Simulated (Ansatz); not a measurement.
# Li₂O (COD cell start) from one functional to the next

The compound was started in one structure type and brought to zero pressure at each level (plane-wave PAW code Ansatz, Gaussian smearing of 0.05 eV, scalar-relativistic unless SOC, spin–orbit coupling, is named).

The start was a cell as deposited in COD.

The cell at PBE (neighbours within 15 % of each site's shortest distance, so a longer bond may be listed from one end only): It takes space group Fm-3m (No. 225, cubic). The conventional cell has a = 4.626 Å, b = 4.626 Å, c = 4.626 Å, α = 90.00°, β = 90.00°, γ = 90.00°. Li (site symmetry -43m) has 4 O at 2.00 Å as nearest neighbours. O (site symmetry m-3m) has 8 Li at 2.00 Å as nearest neighbours.

```tsv
level	cutoff (eV)	k-mesh	final group	a (Å)	V (Å³/atom)	gap (eV)	B0 (GPa)	E_f (eV/atom)
PBE	420	12×12×12	Fm-3m	4.626	8.25	4.98	79	-1.84
```

Task: Predict the results of r²SCAN (500 eV, 8×8×8 mesh).

Result: final group Fm-3m, a (Å) 4.573, V (Å³/atom) 7.97, gap (eV) 5.77, E_f (eV/atom) -1.98.

Volumes against PBE: r²SCAN −3.4 %. r²SCAN widens the gap by 0.79 eV over PBE, as meta-GGAs in the generalised Kohn–Sham scheme often do. The formation energy spans 0.14 eV/atom over the functionals (r²SCAN lowest, PBE highest); the spread holds the functional's effect on the elements as well as on the compound.

The PAW datasets are PBE ones. Gaps are (generalised) Kohn–Sham gaps. E_f is the formation energy from the elements run alike, at 0 K, without zero-point energy or any correction for the binding of gas molecules; it is good to about 0.01 eV/atom as a calculation.

All runs used the PAW datasets of the set soft_2.
